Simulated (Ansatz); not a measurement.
Here is an unrelaxed guess for CdSe.

```
Cd Se
1.0
     3.70715    0.00000    0.00000
     0.00000    3.70715    0.00000
     0.00000    0.00000    4.12272
Cd Se
1 1
Cartesian
  0.0000 0.0000 0.0000
  0.0000 0.0000 2.0614
```

Theory: DFT PBE, scalar-relativistic, plane waves, PAW in Ansatz. Settings: cutoff 420 eV, Γ-centred mesh 6×6×4 on the computed 2-atom cell, Gaussian smearing of 0.10 eV; no spin polarisation.

Formation energies are uncorrected and refer to the elements' standard structures at the same level.

Question: How far from equilibrium is it?

Answer: The pressure is 35.4 GPa (the mean over three directions, positive in compression), the largest force is 0.00 eV/Å (symmetry fixes the atoms), and the energy is +1.62 eV/atom against the elements. The shortest distance is 2.06 Å.

Question: How much does it gain on relaxing, and where does it end?

Answer: Relaxing gains about 1.6 eV/atom (the start's value is from the coarse mesh, so the gain is rough) in 31 ionic steps and ends at +0.03 eV/atom on the finer mesh. The symmetry stays P4/mmm (No. 123). The volume per atom shrinks by 14.0 %, from 28.3 to 24.4 Å³. The shortest distance goes from 2.06 Å (Cd–Se) to 2.83 Å (Cd–Cd and Se–Se). The ratio c/a of the conventional cell changes by a factor of 1.93. Conventional cell: a = 2.830 Å, c = 6.084 Å. Cd has 4 Cd at 2.83 Å and 2 Se at 3.04 Å; Se is surrounded by 4 Se at 2.83 Å and 2 Cd at 3.04 Å.

The last run used a 20×20×10 mesh (in the run's order of axes) for its 2-atom cell and Gaussian smearing of 0.10 eV. The k mesh leaves some 4 meV/atom of noise in the energy of each metallic cell. The reference form of Se is held partly by dispersion forces, which this level lacks. The relaxation can't lower the symmetry of the start. A structure relaxed within its symmetry needn't be a true minimum. Another cell of CdSe relaxed alike, in F-43m (a Materials Project cell), lies 0.67 eV/atom lower, so this cell isn't the stable form at this level.
